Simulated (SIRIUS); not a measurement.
# CdSe (F-43m) in SIRIUS: further runs

The runs below take CdSe through single point, with PBE, PBEsol.

All numbers are computed with SIRIUS 7.10.0; they aren't measurements. Logs are shortened: lines on timing, memory, paths and dates and some standing lists are left out, and cuts for length are marked. The log counts tension as positive stress, the text compression.

## (1) Starting point

The structure is cubic, space group F-43m (No. 216). Conventional cell: a = 6.141 Å, b = 6.141 Å, c = 6.141 Å, α = 90.00°, β = 90.00°, γ = 90.00°. Cd (site symmetry -43m) is surrounded by 4 Se at 2.66 Å. Se (site symmetry -43m) is surrounded by 4 Cd at 2.66 Å.

Measurements of this composition are mostly on another form, of space group No. 186.

## (2) Single point, PBE

File sirius.json:

```json
{
  "control": {
    "processing_unit": "cpu",
    "verbosity": 2,
    "num_bands_to_print": 27,
    "print_forces": true,
    "print_stress": true
  },
  "parameters": {
    "electronic_structure_method": "pseudopotential",
    "xc_functionals": ["XC_GGA_X_PBE", "XC_GGA_C_PBE"],
    "gk_cutoff": 10.1,
    "pw_cutoff": 20.2,
    "ngridk": [8, 8, 8],
    "shiftk": [0, 0, 0],
    "smearing": "fermi_dirac",
    "smearing_width": 0.0018374661,
    "num_bands": 27,
    "num_mag_dims": 0,
    "num_dft_iter": 100,
    "energy_tol": 1e-08,
    "density_tol": 1e-06
  },
  "iterative_solver": {
    "type": "davidson",
    "min_tolerance": 1e-09,
    "tolerance_scale": [0.1, 0.25]
  },
  "mixer": {
    "type": "anderson",
    "beta": 0.7,
    "max_history": 8
  },
  "settings": {
    "tol_ne": 1e-10,
    "pseudo_grid_cutoff": 6.5
  },
  "unit_cell": {
    "lattice_vectors": [
      [0.0, 0.707106781187, 0.707106781187],
      [0.707106781187, 0.0, 0.707106781187],
      [0.707106781187, 0.707106781187, 0.0]
    ],
    "lattice_vectors_scale": 8.2052270577,
    "atom_coordinate_units": "lattice",
    "atom_types": ["Cd", "Se"],
    "atom_files": {
      "Se": "Se.json",
      "Cd": "Cd.json"
    },
    "atoms": {
      "Cd": [
        [0.0, 0.0, 0.0]
      ],
      "Se": [
        [0.25, 0.25, 0.25]
      ]
    }
  }
}
```

Potentials or basis: PseudoDojo 0.4.1 PBE standard (scalar relativistic).

Started as:

```
$ upf_to_json Se.upf
$ upf_to_json Cd.upf
$ OMP_NUM_THREADS=1 sirius.scf --input=sirius.json --output=out.json --task=0
```

What it wrote:

```text
[info] SIRIUS version : 7.10.0
[info] number of MPI ranks           : 1
[info] MPI grid                      : 1 1
[info] maximum number of OMP threads : 1
[fft] FFT context for density and potential
[fft] =====================================
[fft]   comm size                             : 1
[fft]   plane wave cutoff                     : 20.2
[fft]   grid size                             : 60 60 60   total : 216000
[fft]   grid limits                           : -29 30   -29 30   -29 30
[fft]   number of G-vectors within the cutoff : 27157
[fft]   local number of G-vectors             : 27157
[fft]   number of G-shells                    : 1411
[fft] FFT context for coarse grid
[fft] =====================================
[fft]   comm size                             : 1
[fft]   plane wave cutoff                     : 20.2
[fft]   grid size                             : 60 60 60   total : 216000
[fft]   grid limits                           : -29 30   -29 30   -29 30
[fft]   number of G-vectors within the cutoff : 27157
[fft]   local number of G-vectors             : 27157
[fft]   number of G-shells                    : 1411
[unit cell] lattice vectors
[unit cell]   a1 :       0.0000000000      5.8019716937      5.8019716937
[unit cell]   a2 :       5.8019716937      0.0000000000      5.8019716937
[unit cell]   a3 :       5.8019716937      5.8019716937      0.0000000000
[unit cell] reciprocal lattice vectors
[unit cell]   b1 :      -0.5414698346      0.5414698346      0.5414698346
[unit cell]   b2 :       0.5414698346     -0.5414698346      0.5414698346
[unit cell]   b3 :       0.5414698346      0.5414698346     -0.5414698346
[unit cell] unit cell volume :       390.62210196 [a.u.^3]
[unit cell] 1/sqrt(omega)    :         0.05059663
[unit cell] MT volume        :         0.00000000 ( 0.00%)
[unit cell] IT volume        :       390.62210196 (100.00%)
[unit cell] number of atom types : 2
[unit cell] type id : 0 symbol : Cd mt_radius :  13.670000 num_atoms : 1
[unit cell] type id : 1 symbol : Se mt_radius :  12.130000 num_atoms : 1
[unit cell] total number of atoms : 2
[unit cell] number of symmetry classes : 2
[unit cell] number of PAW atoms : 0
[unit cell] atom id  type id  class id             position                      vector_field
[unit cell] ------------------------------------------------------------------------------------------
[unit cell]      0        0        0      0.00000   0.00000   0.00000      0.00000   0.00000   0.00000
[unit cell]      1        1        1      0.25000   0.25000   0.25000      0.00000   0.00000   0.00000
[unit cell] atom id         position (Cartesian, a.u.)
[unit cell] ---------------------------------------------
[unit cell]      0       0.000000    0.000000    0.000000
[unit cell]      1       2.900986    2.900986    2.900986
[unit cell] class id : 0 atom id : 0
[unit cell] class id : 1 atom id : 1
[unit cell] minimum bond length:     5.024655
[unit cell] total number of pseudo wave-functions: 19
[sym] space group number   : 216
[sym] international symbol : F-43m
[sym] Hall symbol          : F -4 2 3
[sym] space group transformation matrix :
[sym]   0.0000  0.5000  0.5000
[sym]  -0.5000 -0.5000  0.0000
[sym]   0.5000  0.0000  0.5000
[sym] space group origin shift :
[sym]   0.0000  0.0000  0.0000
[sym] number of space group operations  : 24
[sym] number of magnetic group operations : 24
[sym] metric tensor error: 0.0000e+00
[... 281 lines left out ...]
[diagonalize] ik:    2   -3.464401   -2.033416   -2.033413   -2.033413   -1.444154   -1.444153   -1.444153   -1.444020   -1.444020   -0.180282   -0.015656   -0.015656   -0.010109   -0.004794   -0.004794    0.175285    0.256461    0.256461    0.352938    0.487826    0.507377    0.507377    0.639963    0.639963    0.640825    0.756503    0.836804
[diagonalize] ik:    3   -3.464401   -2.033419   -2.033413   -2.033413   -1.444155   -1.444152   -1.444152   -1.444020   -1.444020   -0.175721   -0.014644   -0.014644   -0.004364   -0.004364   -0.000742    0.133252    0.247783    0.247783    0.357715    0.508971    0.508971    0.520750    0.629444    0.670955    0.670955    0.785322    0.829666
[diagonalize] ik:    4   -3.464401   -2.033421   -2.033414   -2.033414   -1.444156   -1.444152   -1.444152   -1.444020   -1.444020   -0.173823   -0.014321   -0.014321   -0.004071   -0.004071    0.005181    0.115479    0.244395    0.244395    0.357160    0.507423    0.507423    0.539587    0.636160    0.712545    0.712545    0.742880    0.769358
[diagonalize] ...
[diagonalize] ik:   24   -3.464401   -2.033419   -2.033416   -2.033415   -1.444156   -1.444152   -1.444152   -1.444021   -1.444019   -0.171874   -0.011639   -0.011258   -0.007967   -0.003559    0.004583    0.137374    0.202675    0.215314    0.418596    0.427961    0.526691    0.602081    0.610395    0.729810    0.740540    0.785027    0.814476
[diagonalize] ik:   25   -3.464401   -2.033419   -2.033417   -2.033415   -1.444156   -1.444153   -1.444152   -1.444021   -1.444019   -0.170404   -0.011844   -0.010824   -0.006615   -0.004126    0.009910    0.128910    0.188220    0.211029    0.426197    0.457947    0.521584    0.579161    0.618517    0.712197    0.745579    0.786372    0.821658
[diagonalize] ik:   26   -3.464401   -2.033419   -2.033417   -2.033415   -1.444155   -1.444154   -1.444152   -1.444020   -1.444020   -0.171006   -0.012297   -0.011447   -0.005941   -0.004559    0.009061    0.130829    0.185293    0.219857    0.429356    0.471782    0.503069    0.582362    0.606375    0.677585    0.778634    0.789348    0.813426
[diagonalize] ik:   27   -3.464401   -2.033420   -2.033416   -2.033416   -1.444157   -1.444152   -1.444151   -1.444021   -1.444019   -0.169799   -0.011030   -0.009967   -0.007615   -0.003488    0.009598    0.127120    0.199099    0.199586    0.414069    0.426651    0.575170    0.576990    0.645316    0.736756    0.743409    0.747729    0.828528
[diagonalize] ik:   28   -3.464401   -2.033419   -2.033418   -2.033416   -1.444155   -1.444154   -1.444151   -1.444020   -1.444019   -0.169813   -0.011137   -0.011022   -0.006010   -0.004684    0.011566    0.129066    0.192402    0.193781    0.450935    0.462284    0.506492    0.549964    0.650146    0.730673    0.744717    0.749406    0.843343
[find] Charges and magnetic moments
[find] --------------------------------------------------------------------------------
[find] total charge          : 36.000000
[find] Energy
[find] --------------------------------------------------------------------------------
[find] valence_eval_sum               :     -32.81174582
[find] <rho|V^{XC}>                   :     -38.10009280
[find] <rho|E^{XC}>                   :     -48.44651881
[find] <mag|B^{XC}>                   :       0.00000000
[find] <rho|V^{H}>                    :     203.49236372
[find] one-electron contribution      :    -198.20401674 (Ha),    -396.40803349 (Ry)
[find] hartree contribution           :     101.74618186
[find] xc contribution                :     -48.44651881
[find] ewald contribution             :    -151.71172523
[find] PAW contribution               :       0.00000000
[find] smearing (-TS)                 :      -0.00000092
[find] SCF correction                 :      -0.00000673
[find] Total energy                   :    -296.61608565 (Ha),    -593.23217130 (Ry)
[find] Free energy (E-TS)             :    -296.61608657 (Ha),    -593.23217313 (Ry)
[find] band gap (eV)                  :       0.54919711
[find] Efermi                         :       0.28196509
[find] iteration : 10, RMS : 7.187474142284e-08, energy difference : -1.190869625134e-10
[find] Hartree energy of density residual : 8.787497266268e-13
[find] bands are converged : true
[find] iterative solver converged : true
[find] converged after 11 SCF iterations!
[find] Charges and magnetic moments
[find] --------------------------------------------------------------------------------
[find] total charge          : 36.000000
[find] Energy
[find] --------------------------------------------------------------------------------
[find] valence_eval_sum               :     -32.81174582
[find] <rho|V^{XC}>                   :     -38.10009280
[find] <rho|E^{XC}>                   :     -48.44651881
[find] <mag|B^{XC}>                   :       0.00000000
[find] <rho|V^{H}>                    :     203.49236372
[find] one-electron contribution      :    -198.20401674 (Ha),    -396.40803349 (Ry)
[find] hartree contribution           :     101.74618186
[find] xc contribution                :     -48.44651881
[find] ewald contribution             :    -151.71172523
[find] PAW contribution               :       0.00000000
[find] smearing (-TS)                 :      -0.00000092
[find] SCF correction                 :      -0.00000673
[find] Total energy                   :    -296.61608565 (Ha),    -593.23217130 (Ry)
[find] Free energy (E-TS)             :    -296.61608657 (Ha),    -593.23217313 (Ry)
[find] band gap (eV)                  :       0.54919711
[find] Efermi                         :       0.28196509
[ground_state] === stress tensor components [kbar] ===
[ground_state] === stress_kin ===
[ground_state] -70233.742535    0.000000    0.000000
[ground_state]     0.000000-70233.742535   -0.000000
[ground_state]     0.000000   -0.000000-70233.742535
[ground_state] === stress_har ===
[ground_state] -25544.514868    0.000000    0.000000
[ground_state]     0.000000-25544.514868   -0.000000
[ground_state]     0.000000   -0.000000-25544.514868
[ground_state] === stress_ewald ===
[ground_state] 38088.922353   -0.000000    0.000000
[ground_state]    -0.00000038088.922353    0.000000
[ground_state]     0.000000    0.00000038088.922353
[ground_state] === stress_vloc ===
[ground_state] 27475.966520   -0.000000   -0.000000
[ground_state]    -0.00000027475.966520    0.000000
[ground_state]    -0.000000    0.00000027475.966520
[ground_state] === stress_xc ===
[ground_state] -7389.528144    0.000000    0.000000
[ground_state]     0.000000-7389.528144   -0.000000
[ground_state]     0.000000   -0.000000-7389.528144
[ground_state] === stress_core ===
[ground_state] 16669.074701   -0.000000   -0.000000
[ground_state]    -0.00000016669.074701    0.000000
[ground_state]    -0.000000    0.00000016669.074701
[ground_state] === stress_nonloc ===
[ground_state] 20920.985585   -0.000000    0.000000
[ground_state]    -0.00000020920.985585    0.000000
[ground_state]     0.000000    0.00000020920.985585
[ground_state] === stress_us_nl ===
[ground_state] 20920.985585   -0.000000    0.000000
[ground_state]    -0.00000020920.985585    0.000000
[ground_state]     0.000000    0.00000020920.985585
[ground_state] === stress_total ===
[ground_state]   -12.836387    0.000000   -0.000000
[ground_state]     0.000000  -12.836387   -0.000000
[ground_state]    -0.000000   -0.000000  -12.836387
[ground_state] ==== total Forces in Ha/bohr =====
[ground_state] atom:    0, force:       0.0000000      0.0000000     -0.0000000
[ground_state] atom:    1, force:      -0.0000000     -0.0000000      0.0000000
[ground_state] ==== ultrasoft contribution from Qij =====
[ground_state] atom:    0, force:       0.0000000      0.0000000      0.0000000
[ground_state] atom:    1, force:       0.0000000      0.0000000      0.0000000
[ground_state] ==== non-local contribution from Beta-projector =====
[ground_state] atom:    0, force:       0.0000000      0.0000000     -0.0000000
[ground_state] atom:    1, force:      -0.0000000     -0.0000000      0.0000000
[ground_state] ==== contribution from local potential =====
[ground_state] atom:    0, force:       0.0000000      0.0000000     -0.0000000
[ground_state] atom:    1, force:       0.0000000      0.0000000      0.0000000
[ground_state] ==== contribution from core density =====
[ground_state] atom:    0, force:      -0.0000000     -0.0000000      0.0000000
[ground_state] atom:    1, force:       0.0000000      0.0000000      0.0000000
[ground_state] ==== Ewald forces from ions =====
[ground_state] atom:    0, force:       0.0000000      0.0000000      0.0000000
[ground_state] atom:    1, force:       0.0000000      0.0000000      0.0000000
[~DFT_ground_state] local op. applied: 20608
[~DFT_ground_state] evp. work count: 3009.84
[~DFT_ground_state] number of iterative solver steps: 1278
```

Wall time 2.6 min (1 thread of Arm Neoverse V1, shared host); peak memory 0.64 GiB.

Results:

```
Free energy            : -8071.3349 eV
Pressure               : 1.3 GPa
Band gap on the k mesh : 0.55 eV
```

A k mesh can miss the band edges. PBE gaps usually lie below the measured ones, often by a third to a half.

## (3) Single point, PBEsol

Changes to sirius.json since step 2:

```diff
@@ -10,3 +10,3 @@
     "electronic_structure_method": "pseudopotential",
-    "xc_functionals": ["XC_GGA_X_PBE", "XC_GGA_C_PBE"],
+    "xc_functionals": ["XC_GGA_X_PBE_SOL", "XC_GGA_C_PBE_SOL"],
     "gk_cutoff": 10.1,
```

Potentials or basis: PseudoDojo 0.4.1 PBEsol standard (scalar relativistic).

Started as:

```
$ upf_to_json Se.upf
$ upf_to_json Cd.upf
$ OMP_NUM_THREADS=1 sirius.scf --input=sirius.json --output=out.json --task=0
```

What it wrote:

```text
[info] SIRIUS version : 7.10.0
[info] number of MPI ranks           : 1
[info] MPI grid                      : 1 1
[info] maximum number of OMP threads : 1
[fft] FFT context for density and potential
[fft] =====================================
[fft]   comm size                             : 1
[fft]   plane wave cutoff                     : 20.2
[fft]   grid size                             : 60 60 60   total : 216000
[fft]   grid limits                           : -29 30   -29 30   -29 30
[fft]   number of G-vectors within the cutoff : 27157
[fft]   local number of G-vectors             : 27157
[fft]   number of G-shells                    : 1411
[fft] FFT context for coarse grid
[fft] =====================================
[fft]   comm size                             : 1
[fft]   plane wave cutoff                     : 20.2
[fft]   grid size                             : 60 60 60   total : 216000
[fft]   grid limits                           : -29 30   -29 30   -29 30
[fft]   number of G-vectors within the cutoff : 27157
[fft]   local number of G-vectors             : 27157
[fft]   number of G-shells                    : 1411
[unit cell] lattice vectors
[unit cell]   a1 :       0.0000000000      5.8019716937      5.8019716937
[unit cell]   a2 :       5.8019716937      0.0000000000      5.8019716937
[unit cell]   a3 :       5.8019716937      5.8019716937      0.0000000000
[unit cell] reciprocal lattice vectors
[unit cell]   b1 :      -0.5414698346      0.5414698346      0.5414698346
[unit cell]   b2 :       0.5414698346     -0.5414698346      0.5414698346
[unit cell]   b3 :       0.5414698346      0.5414698346     -0.5414698346
[unit cell] unit cell volume :       390.62210196 [a.u.^3]
[unit cell] 1/sqrt(omega)    :         0.05059663
[unit cell] MT volume        :         0.00000000 ( 0.00%)
[unit cell] IT volume        :       390.62210196 (100.00%)
[unit cell] number of atom types : 2
[... 379 lines left out ...]
[ground_state]    -0.00000027531.583936    0.000000
[ground_state]     0.000000    0.00000027531.583936
[ground_state] === stress_xc ===
[ground_state] -7417.575912    0.000000    0.000000
[ground_state]     0.000000-7417.575912   -0.000000
[ground_state]     0.000000   -0.000000-7417.575912
[ground_state] === stress_core ===
[ground_state] 16574.291356   -0.000000   -0.000000
[ground_state]    -0.00000016574.291356    0.000000
[ground_state]    -0.000000    0.00000016574.291356
[ground_state] === stress_nonloc ===
[ground_state] 20912.229816   -0.000000    0.000000
[ground_state]    -0.00000020912.229816    0.000000
[ground_state]     0.000000    0.00000020912.229816
[ground_state] === stress_us_nl ===
[ground_state] 20912.229816   -0.000000    0.000000
[ground_state]    -0.00000020912.229816    0.000000
[ground_state]     0.000000    0.00000020912.229816
[ground_state] === stress_total ===
[ground_state]    14.098384    0.000000    0.000000
[ground_state]     0.000000   14.098384   -0.000000
[ground_state]     0.000000   -0.000000   14.098384
[ground_state] ==== total Forces in Ha/bohr =====
[ground_state] atom:    0, force:      -0.0000000      0.0000000      0.0000000
[ground_state] atom:    1, force:       0.0000000      0.0000000     -0.0000000
[ground_state] ==== ultrasoft contribution from Qij =====
[ground_state] atom:    0, force:       0.0000000      0.0000000      0.0000000
[ground_state] atom:    1, force:       0.0000000      0.0000000      0.0000000
[ground_state] ==== non-local contribution from Beta-projector =====
[ground_state] atom:    0, force:       0.0000000      0.0000000      0.0000000
[ground_state] atom:    1, force:       0.0000000      0.0000000      0.0000000
[ground_state] ==== contribution from local potential =====
[ground_state] atom:    0, force:      -0.0000000      0.0000000      0.0000000
[ground_state] atom:    1, force:       0.0000000      0.0000000     -0.0000000
[ground_state] ==== contribution from core density =====
[ground_state] atom:    0, force:       0.0000000      0.0000000      0.0000000
[ground_state] atom:    1, force:      -0.0000000      0.0000000      0.0000000
[ground_state] ==== Ewald forces from ions =====
[ground_state] atom:    0, force:       0.0000000      0.0000000      0.0000000
[ground_state] atom:    1, force:       0.0000000      0.0000000      0.0000000
[~DFT_ground_state] local op. applied: 20650
[~DFT_ground_state] evp. work count: 3034.84
[~DFT_ground_state] number of iterative solver steps: 1273
```

It took 2.7 min on 1 thread of Arm Neoverse V1, shared host; peak memory 0.64 GiB.

What came out:

```yaml
Free_energy: -8064.3307 eV
Pressure: -1.4 GPa
Band_gap_on_the_k_mesh: 0.43 eV
```
